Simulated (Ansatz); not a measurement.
## TaN: course of a relaxation

Theory: DFT r2SCAN, scalar-relativistic, plane waves, PAW (Ansatz 0.2.0). (500 eV cutoff, 18×18×14 k-mesh, Gaussian smearing of 0.10 eV, no spin polarisation)

What was changed: relaxed at 40 GPa.

Spin–orbit coupling is left out, which can shift energies with elements as heavy as these.

Other phases may be more stable at this pressure.

Command:

```bash
ansatz run input.yaml --threads 1 --pin off --max-ram 2560MiB --backend cpu --events-out ev --progress --plain --runs-dir out
```

Input:

```yaml
crystal:
  lattice:
    - [2.8432749122, 0.0, 0.0]
    - [-1.4216374561, 2.4623483039, 0.0]
    - [0.0, 0.0, 2.8017811444]
  atoms:
    - { symbol: Ta, position: [0.3333333333, 0.6666666667, 0.5] }
    - { symbol: "N", position: [0.0, 0.0, 0.0] }
basis:
  ecutwfc: 500
kpoints:
  mp_grid: { grid: [18, 18, 14] }
hamiltonian:
  xc: r2scan
scf:
  occupations: { method: gaussian, width: 0.1 }
output:
  forces: true
  stress: true
  eigenvalues: true
relax:
  adjacent_minimum: "off"
  f_tol: 0.008
  max_steps: 50
  cell: { stress_tol: 0.08, p_target: 40.0 }
```

F is the free energy. Steps run on the plane waves of an earlier cell, but the last one, and at times one on the way, on a freshly chosen basis, so a repeated geometry can differ a little in energy. The relaxation lowers the enthalpy F + PV at the target pressure, so F itself can rise.

Steps:

| step | F − F(1) (eV) | largest force component (eV/Å) | V (Å³/atom) | P (GPa) |
| --- | --- | --- | --- | --- |
| 1 | 0.0000 | 0.000 | 9.808 | 41.01 |
| 2 | -0.0081 | 0.000 | 9.825 | 39.88 |
| 3 | -0.0094 | 0.000 | 9.826 | 39.95 |
| 4 | -0.0094 | 0.000 | 9.826 | 39.95 |

Relaxed structure:

```yaml
crystal:
  lattice:
    - [2.84257, 0.00000, 0.00000]
    - [-1.42129, 2.46174, 0.00000]
    - [0.00000, 0.00000, 2.80835]
  atoms:
    - { symbol: Ta, position: [0.33333, 0.66667, 0.50000] }
    - { symbol: N, position: [0.00000, 0.00000, 0.00000] }
```

Symmetry: P-6m2, No. 187, hexagonal system. The conventional cell has a = 2.843 Å, b = 2.843 Å, c = 2.808 Å, α = 90.00°, β = 90.00°, γ = 120.00°. Around Ta (site symmetry -6m2) lie 6 N at 2.16 Å. N (site symmetry -6m2) has 6 Ta at 2.16 Å as nearest neighbours.

The run converged. The run took 64 s on 1 thread of Arm Neoverse V2 (shared host), peak memory 0.48 GiB.